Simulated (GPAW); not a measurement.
# SnO2 (Cassiterite) (P4_2/mnm) in GPAW: reference runs

Reference runs on SnO2 (Cassiterite): the cell as given.

Program: GPAW 26.7.0. These are calculated values, not measurements. Logs are shortened: lines on timing, memory, paths and dates and some standing lists are left out, and cuts for length are marked. The log counts tension as positive stress, the text compression.

### Step 1. Starting point

It takes space group P4_2/mnm (No. 136, tetragonal). The conventional cell has a = 4.738 Å, b = 4.738 Å, c = 3.187 Å, α = 90.00°, β = 90.00°, γ = 90.00°. Sn (site symmetry mmm) has 6 O at 2.05 to 2.06 Å as nearest neighbours. O (site symmetry m2m) is surrounded by 3 Sn at 2.05 to 2.06 Å.

### Step 2. Single point, PBEsol

Input file run.py:

```python
from ase import Atoms
from ase.dft.bandgap import bandgap
from ase.io import write
from ase.units import GPa
from gpaw import GPAW, PW, setup_paths

setup_paths.insert(0, '.')

atoms = Atoms(['Sn', 'Sn', 'O', 'O', 'O', 'O'],
              cell=[[4.738, 0.0, 0.0],
                    [0.0, 4.738, 0.0],
                    [0.0, 0.0, 3.1865]],
              scaled_positions=[[0.5, 0.5, 0.5],
                                [0.0, 0.0, 0.0],
                                [0.8071, 0.1929, 0.5],
                                [0.6929, 0.6929, 0.0],
                                [0.1929, 0.8071, 0.5],
                                [0.3071, 0.3071, 0.0]],
              pbc=True)

calc = GPAW(mode=PW(800),
            xc='PBEsol',
            kpts={'size': (6, 6, 8), 'gamma': True},
            occupations={'name': 'fermi-dirac', 'width': 0.05},
            nbands=43,
            convergence={'density': 1e-05, 'energy': 1e-05},
            maxiter=150,
            txt='gpaw.txt')
atoms.calc = calc
energy = atoms.get_potential_energy()
forces = atoms.get_forces()
stress = atoms.get_stress()
calc.write('gs.gpw')
write('result.traj', atoms)
print(f'Energy: {energy:.6f} eV')
print('Forces (eV/A):')
print(forces.round(4))
print('Stress (GPa):', (stress / GPa).round(3))
print('Fermi level:', round(calc.get_fermi_level(), 4), 'eV')
print(f'Gap: {bandgap(calc)[0]:.4f} eV, direct: {bandgap(calc, direct=True)[0]:.4f} eV')
```

Potentials or basis: PAW data sets generated in the run's folder for this functional, pw.

Run with:

```bash
$ gpaw-setup -f PBEsol O Sn
$ OMP_NUM_THREADS=1 python run.py
```

gpaw.txt:

```text
__  _  _
 | _ |_)|_||  |
 |__||  | ||/\| - 26.7.0

Input parameters:
  mode=PW(ecut=800.0),
  convergence={'density': 1e-05, 'energy': 1e-05},
  kpts=MonkhorstPack(size=(6, 6, 8), gamma=True),
  maxiter=150,
  nbands=43,
  occupations=Occupations(name='fermi-dirac', width=0.05),
  xc=XC(name='PBEsol')

Diagonalizing LCAO Hamiltonian
Converting LCAO to pw mode
    .-----------.
   /|           |
  / |           |
 *  | O         |
 |  .---Sn-O----.
 | /       O   /
 |/   O       /
 Sn----------*

Atoms  # Å, Bohr magnetons
|   | symbol |        x |        y |        z |    initial magnetic moments |
|---|--------|----------|----------|----------|-----------------------------|
| 0 |     Sn | 2.369000 | 2.369000 | 1.593250 | ( 0.0000,  0.0000,  0.0000) |
| 1 |     Sn | 0.000000 | 0.000000 | 0.000000 | ( 0.0000,  0.0000,  0.0000) |
| 2 |      O | 3.824040 | 0.913960 | 1.593250 | ( 0.0000,  0.0000,  0.0000) |
| 3 |      O | 3.282960 | 3.282960 | 0.000000 | ( 0.0000,  0.0000,  0.0000) |
| 4 |      O | 0.913960 | 3.824040 | 1.593250 | ( 0.0000,  0.0000,  0.0000) |
| 5 |      O | 1.455040 | 1.455040 | 0.000000 | ( 0.0000,  0.0000,  0.0000) |

Unit cell  # Å
| periodic |        x |        y |        z |  lengths |    angles |
|----------|----------|----------|----------|----------|-----------|
|      yes | 4.738000 | 0.000000 | 0.000000 | 4.738000 | 90.000000 |
|      yes | 0.000000 | 4.738000 | 0.000000 | 4.738000 | 90.000000 |
|      yes | 0.000000 | 0.000000 | 3.186500 | 3.186500 | 90.000000 |

Number of symmetries: 8
Symmetry operations  # r_c * U_cc + t_c -> r_c
|   | kind |            matrix            |
|---|------|------------------------------|
| 0 |  E   |  1, 0, 0,  0, 1, 0,  0, 0, 1 |
| 1 |  σ   |  1, 0, 0,  0, 1, 0,  0, 0,-1 |
| 2 |  σ   |  0, 1, 0,  1, 0, 0,  0, 0, 1 |
| 3 |  C2  |  0, 1, 0,  1, 0, 0,  0, 0,-1 |
| 4 |  σ   |  0,-1, 0, -1, 0, 0,  0, 0, 1 |
| 5 |  C2  |  0,-1, 0, -1, 0, 0,  0, 0,-1 |
| 6 |  C2  | -1, 0, 0,  0,-1, 0,  0, 0, 1 |
| 7 |  i   | -1, 0, 0,  0,-1, 0,  0, 0,-1 |

BZ-sampling:
  Number of BZ points: 288
  Number of IBZ points: 65

  Monkhorst-Pack size: [6, 6, 8]
  Monkhorst-Pack shift: [0.08333333333333333, 0.08333333333333333, 0.0625]

K-points  # in reciprocal-cell coordinates
|     |                                coordinates |     weight |
|-----|--------------------------------------------|------------|
|   0 | (  0.00000000,   0.00000000,   0.00000000) | 0.00347222 |
|   1 | (  0.00000000,   0.00000000,   0.12500000) | 0.00694444 |
|   2 | (  0.00000000,   0.00000000,   0.25000000) | 0.00694444 |
|   3 | (  0.00000000,   0.00000000,   0.37500000) | 0.00694444 |
|   4 | (  0.00000000,   0.00000000,   0.50000000) | 0.00347222 |
|   5 | (  0.16666667,  -0.16666667,   0.00000000) | 0.00694444 |
|   6 | (  0.16666667,  -0.16666667,   0.12500000) | 0.01388889 |
|   7 | (  0.16666667,  -0.16666667,   0.25000000) | 0.01388889 |
|   8 | (  0.16666667,  -0.16666667,   0.37500000) | 0.01388889 |
|   9 | (  0.16666667,  -0.16666667,   0.50000000) | 0.00694444 |
| ... |                                            |            |
|  64 | (  0.50000000,   0.50000000,   0.50000000) | 0.00347222 |

Plane wave coefficients: 3704
Cutoff: 800.0 eV

Spin-components: 1 (collinear spins)
Bands:           43
Projectors:      32
Spin-degeneracy: 2
Datatype:        complex128

Parallelization:
  kpt:    1
  domain: 1
  band:   1

Density:
  Valence electrons: 52.0
  Components: 1
  Grid points: [32 32 21]
  Charge: 0.0  # |e|

Potential:
  Grid points: [32 32 21]

species:
  Sn:
    name:    Tin
    Z:       50.0
    valence: 14
    core:    36
    charge:  0.0  # [|e|]
    compensation charges:
      type: gauss
      rc: 0.38  # [Å]
      lmax: 2
    cutoffs:
      filter: 2.23  # [Å]
      core: 2.35  # [Å]
    projectors
    | kind |    occ | energy [eV] | rcut [Å] |
    |------|--------|-------------|----------|
    |   5s |  2.000 |     -10.584 |    1.201 |
    |   5p |  2.000 |      -3.711 |    1.270 |
    |   4d | 10.000 |     -25.798 |    1.185 |
    |    s |        |      16.628 |    1.201 |
    |    p |        |      23.501 |    1.270 |
    |    d |        |       1.413 |    1.185 |

    Using partial waves for Sn as LCAO basis

  O:
    name:    Oxygen
    Z:       8.0
    valence: 6
    core:    2
    charge:  0.0  # [|e|]
    compensation charges:
      type: gauss
      rc: 0.21  # [Å]
      lmax: 2
    cutoffs:
      filter: 1.17  # [Å]
      core: 0.83  # [Å]
    projectors
    | kind |    occ | energy [eV] | rcut [Å] |
    |------|--------|-------------|----------|
    |   2s |  2.000 |     -23.808 |    0.688 |
    |   2p |  4.000 |      -8.972 |    0.598 |
    |    s |        |       3.404 |    0.688 |
    |    p |        |      18.239 |    0.598 |
    |    d |        |       0.000 |    0.619 |

    Using partial waves for O as LCAO basis

Reference energy: -344007.674437  # eV

eigensolver:
  PPCG
  Converge bands: occupied
  niter=2

density mixing:
  MSR1-Mixer
  Pratt-step length: 0.05
  Maximum mixing coefficient: 0.75
  Old densities: 10
  SVD Regularization: 0.005
  Good broyden scale: 1.0
  Trust region scale: 1.0
  Backstep threshold: 4.0
  History deletion threshold: 6.0
  Fourier metric: weight=20.0, sigma=0.015

occupation numbers:
  Fermi-Dirac:
    width: 0.0500  # eV

poisson solver:
  ecut: 6400.0  # eV

xc functional:
  name: PBEsol with 2 nearest neighbor stencil

convergence criteria:
- Maximum integral of absolute [dens]ity change: 1e-05 electrons / valence electron
- Maximum [total energy] change in last 3 cyles: 1e-05 eV / valence electron
- Maximum integral of absolute [eigenst]ate change: 4e-08 eV^2 / valence electron
maximum number of iterations: 150

SCF iterations
|iter     | |      energy | eigst |  dens |
|---------|-|-------------|-------|-------|
|iter:   1| |  -46.564438 | +0.50 |       |
|iter:   2| |  -45.222977 | -1.29 | -0.89 |
|iter:   3| |  -41.264728 | -0.83 | -0.94 |
|iter:   4| |  -41.203682 | -2.69 | -1.48 |
|iter:   5| |  -41.203506 | -3.44 | -1.82 |
|iter:   6| |  -41.203790c| -4.69 | -2.90 |
|iter:   7| |  -41.203841c| -5.31 | -3.33 |
|iter:   8| |  -41.203817c| -5.94 | -3.53 |
|iter:   9| |  -41.203817c| -7.68c| -4.48 |
|iter:  10| |  -41.203817c| -7.94c| -4.98 |
|iter:  11| |  -41.203817c| -8.46c| -5.59c|

Converged in 11 steps
Energy contributions relative to reference atoms: (reference = -344007.674437)

Energy contributions:
  Kinetic:          73.322280
  Coulomb:         -65.374161
  Zero:              0.182606
  External:          0.000000
  Xc:              -49.334542
  Entropy:          -0.000000
  Spinorbit:         0.000000
  ----------------------------
  Free energy:     -41.203817
  Extrapolated:    -41.203817

dipole moment: (-15.533117, -15.533117, -28.312374)  # |e|*Ang

Fermi level: 6.561
Eigenvalues  # (at kpt = [0.000, 0.000, 0.000])
| band index |      eig [eV] | occ [0-2] |
|------------|---------------|-----------|
|          0 |       -15.094 |     2.000 |
|        ... |               |           |
|         18 |         2.790 |     2.000 |
|         19 |         3.867 |     2.000 |
|         20 |         4.001 |     2.000 |
|         21 |         4.715 |     2.000 |
|         22 |         4.715 |     2.000 |
|         23 |         5.157 |     2.000 |
[... 8 lines left out ...]
|         32 |        17.935 |     0.000 |
|         33 |        17.935 |     0.000 |
|        ... |               |           |
|         42 |        25.738 |     0.000 |

Gap: 1.207 eV
Transition (v -> c):
  (s=0, k=0, n=25, [0.00, 0.00, 0.00]) -> (s=0, k=0, n=26, [0.00, 0.00, 0.00])
No difference between direct/indirect transitions

Forces  # eV/Ang
|        x |        y |       z |
|----------|----------|---------|
|  0.00000 | -0.00000 | 0.00000 |  # Sn   0
| -0.00000 |  0.00000 | 0.00000 |  # Sn   1
| -0.13305 |  0.13305 | 0.00000 |  # O    2
|  0.13306 |  0.13306 | 0.00000 |  # O    3
|  0.13305 | -0.13305 | 0.00000 |  # O    4
| -0.13306 | -0.13306 | 0.00000 |  # O    5

Stress tensor  # eV/Ang^3
|         x |         y |         z |
|-----------|-----------|-----------|
| -0.017177 | -0.000000 |  0.000000 |
| -0.000000 | -0.017177 |  0.000000 |
|  0.000000 |  0.000000 | -0.025818 |

# Writing to gs.gpw (mode='')
```

Run time: 5.1 min. Hardware: 1 thread of Intel Xeon at 2.50GHz (Skylake/Cascade Lake), shared host; peak memory 0.39 GiB.

Results:

| Item | Value |
| --- | --- |
| Free energy | -41.2038 eV |
| Pressure | 3.2 GPa |
| Largest force | 0.188 eV/Å |
| Band gap on the k mesh | 1.21 eV, direct |

Forces in eV/Å, atoms in the order of the input:
```
Sn   0.000  0.000  0.000
Sn   0.000  0.000  0.000
O   -0.133  0.133  0.000
O    0.133  0.133  0.000
O    0.133 -0.133  0.000
O   -0.133 -0.133  0.000
```

Stress tensor (GPa, compression positive):
```
2.75 0.00 0.00
0.00 2.75 0.00
0.00 0.00 4.14
```

Levels at points of the mesh, in eV from the valence-band top:
```
           k point  band 23  band 24  band 25  band 26  band 27  band 28  band 29  band 30
(0.00, 0.00, 0.00)    -1.23    -0.79    -0.79     0.00     1.21     6.05     6.18     6.18
(0.00, 0.00, 0.50)    -1.69    -1.69    -1.28    -1.28     6.17     6.17     9.62     9.62
(0.50, 0.00, 0.00)    -1.19    -1.19    -0.65    -0.65     4.38     4.38     6.93     6.93
(0.50, 0.00, 0.50)    -1.12    -1.12    -0.70    -0.70     6.44     6.44     7.92     7.92
(0.50, 0.50, 0.00)    -1.31    -1.31    -0.91    -0.91     4.77     4.77     7.39     7.39
(0.50, 0.50, 0.50)    -0.99    -0.99    -0.84    -0.84     4.84     4.84     8.71     8.71
```

Caveat: spin-orbit coupling is left out, which moves the levels of the heavy elements.
